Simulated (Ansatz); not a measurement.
NiO2:

```
Ni O
1.0
     1.40213    0.80952    6.97429
    -1.40213    0.80952    6.97429
     0.00000   -1.61904    6.97429
Ni O
1 2
Direct
  0.00000 0.00000 0.00000
  0.37879 0.37879 0.37879
  0.62121 0.62121 0.62121
```

The cell comes from a database or a generator and needn't be the stable form of this composition.

| Property | Result |
| --- | --- |
| Program | Ansatz 0.2.0 |
| Task | relaxation of cell and atoms |
| Functional | LDA |
| Potentials or basis | Ansatz PAW |
| Cutoff | 420 eV (not typed: the program's choice for these potentials) |
| k mesh | 11 × 11 × 11 |
| Occupations | fermi-dirac, width 0.05 eV |
| Spin | collinear spin, ferromagnetic start |
| Starting moments | [1.0, 0.0, 0.0] μB |

At the start: volume 15.83 Å³/atom.

Q: Where does the relaxation end?

A: It ends after 9 steps and the volume is 15.37 Å³/atom (-2.9 %); space group R-3m (No. 166, to 0.05 Å); moment 0.00 μB per cell.

Step by step:
```csv
step,energy change (eV),largest force (eV/Å),volume (Å³)
1,0.0000,0.9753,47.50
2,-0.0554,0.5701,46.71
3,-0.0823,0.0596,45.97
4,-0.0819,0.0064,46.11
5,-0.0817,0.0018,46.16
6,-0.0812,0.0020,46.26
7,-0.0761,0.0014,46.26
8,-0.0770,0.0059,46.10
9,-0.0761,0.0060,46.10
```

Final structure:
```xyz
3
Lattice="1.3785 0.7959 7.0026 -1.3785 0.7959 7.0026 0.0000 -1.5918 7.0026" Properties=species:S:1:pos:R:3 pbc="T T T"
Ni    0.0000    0.0000    0.0000
O     0.0000    0.0000    7.9231
O     0.0000    0.0000   13.0847
```

Caveat: the plane-wave basis is chosen anew once the cell has moved, so the energies of steps on either side of that aren't comparable; the pressure holds a Pulay correction of +0.8 GPa for the finite cutoff; the PAW data sets come from PBE, with cores solved anew for the run's functional, which leaves a small shift of forces and pressure; the starting moments weren't kept.
